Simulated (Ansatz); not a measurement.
SnO: band structure with PBE0

SnO:

```
CELL_PARAMETERS angstrom
3.81370 0.00000 0.00000
0.00000 3.81370 0.00000
0.00000 0.00000 4.88691
ATOMIC_POSITIONS crystal
Sn 0.50000 0.00000 0.76463
Sn 0.00000 0.50000 0.23537
O 0.00000 0.00000 0.00000
O 0.50000 0.50000 0.00000
```

The cell is a database's computed one.

- Program: Ansatz 0.2.0
- Task: band structure
- Functional: PBE0
- Potentials or basis: Ansatz PAW
- Cutoff: 420 eV (not typed: the program's choice for these potentials)
- k mesh: 6 × 6 × 4
- Occupations: fermi-dirac, width 0.05 eV
- Spin: no spin polarisation
- Path: [["G", "X", "M", "G", "Z", "R", "A", "Z"], ["X", "R"], ["M", "A"]]
- Points for each segment of the path: 4

The pressure is -0.9 GPa, the largest force is 0.275 eV/Å and the band gap on the k mesh is 1.15 eV, indirect (least direct gap 3.39 eV). The band gap along the path is 1.15 eV, indirect (least direct gap 3.38 eV).

Forces in eV/Å, atoms in the order of the input:
```
Sn   0.000  0.000  0.275
Sn   0.000  0.000 -0.275
O    0.000  0.000  0.000
O    0.000  0.000  0.000
```

Stress tensor (GPa, compression positive):
```
-1.08  0.00  0.00
 0.00 -1.08  0.00
 0.00  0.00 -0.52
```

Levels at the corners of the path, in eV from the valence-band top:
```csv
point,band 17,band 18,band 19,band 20,band 21,band 22,band 23,band 24
Γ,-4.43,-4.11,-4.11,0.00,3.41,5.64,6.12,6.12
X,-5.91,-5.91,-3.24,-3.24,4.50,4.50,7.51,7.51
M,-3.39,-3.39,-2.24,-2.24,1.15,1.15,5.77,5.77
Γ,-4.43,-4.11,-4.11,0.00,3.41,5.64,6.12,6.12
Z,-4.12,-4.12,-3.36,-2.90,3.06,4.32,4.32,4.93
R,-5.87,-5.87,-2.24,-2.24,3.81,3.81,6.96,6.96
A,-3.40,-3.40,-3.09,-3.09,3.52,3.52,5.42,5.42
Z,-4.12,-4.12,-3.36,-2.90,3.06,4.32,4.32,4.93
X,-5.91,-5.91,-3.24,-3.24,4.50,4.50,7.51,7.51
R,-5.87,-5.87,-2.24,-2.24,3.81,3.81,6.96,6.96
M,-3.39,-3.39,-2.24,-2.24,1.15,1.15,5.77,5.77
A,-3.40,-3.40,-3.09,-3.09,3.52,3.52,5.42,5.42
```

Run time: 78 s on 1 × NVIDIA H100 80GB HBM3 with 2 threads of AMD EPYC 7R13 Processor (Zen 3) (shared host), peak memory 2.8 GiB.

Caveat: the pressure holds a Pulay correction of +0.4 GPa for the finite cutoff; spin-orbit coupling is left out, which moves the levels of the heavy elements; the PAW data sets come from PBE, with cores solved anew for the run's functional, which leaves a small shift of forces and pressure; the thresholds are loose for stress.
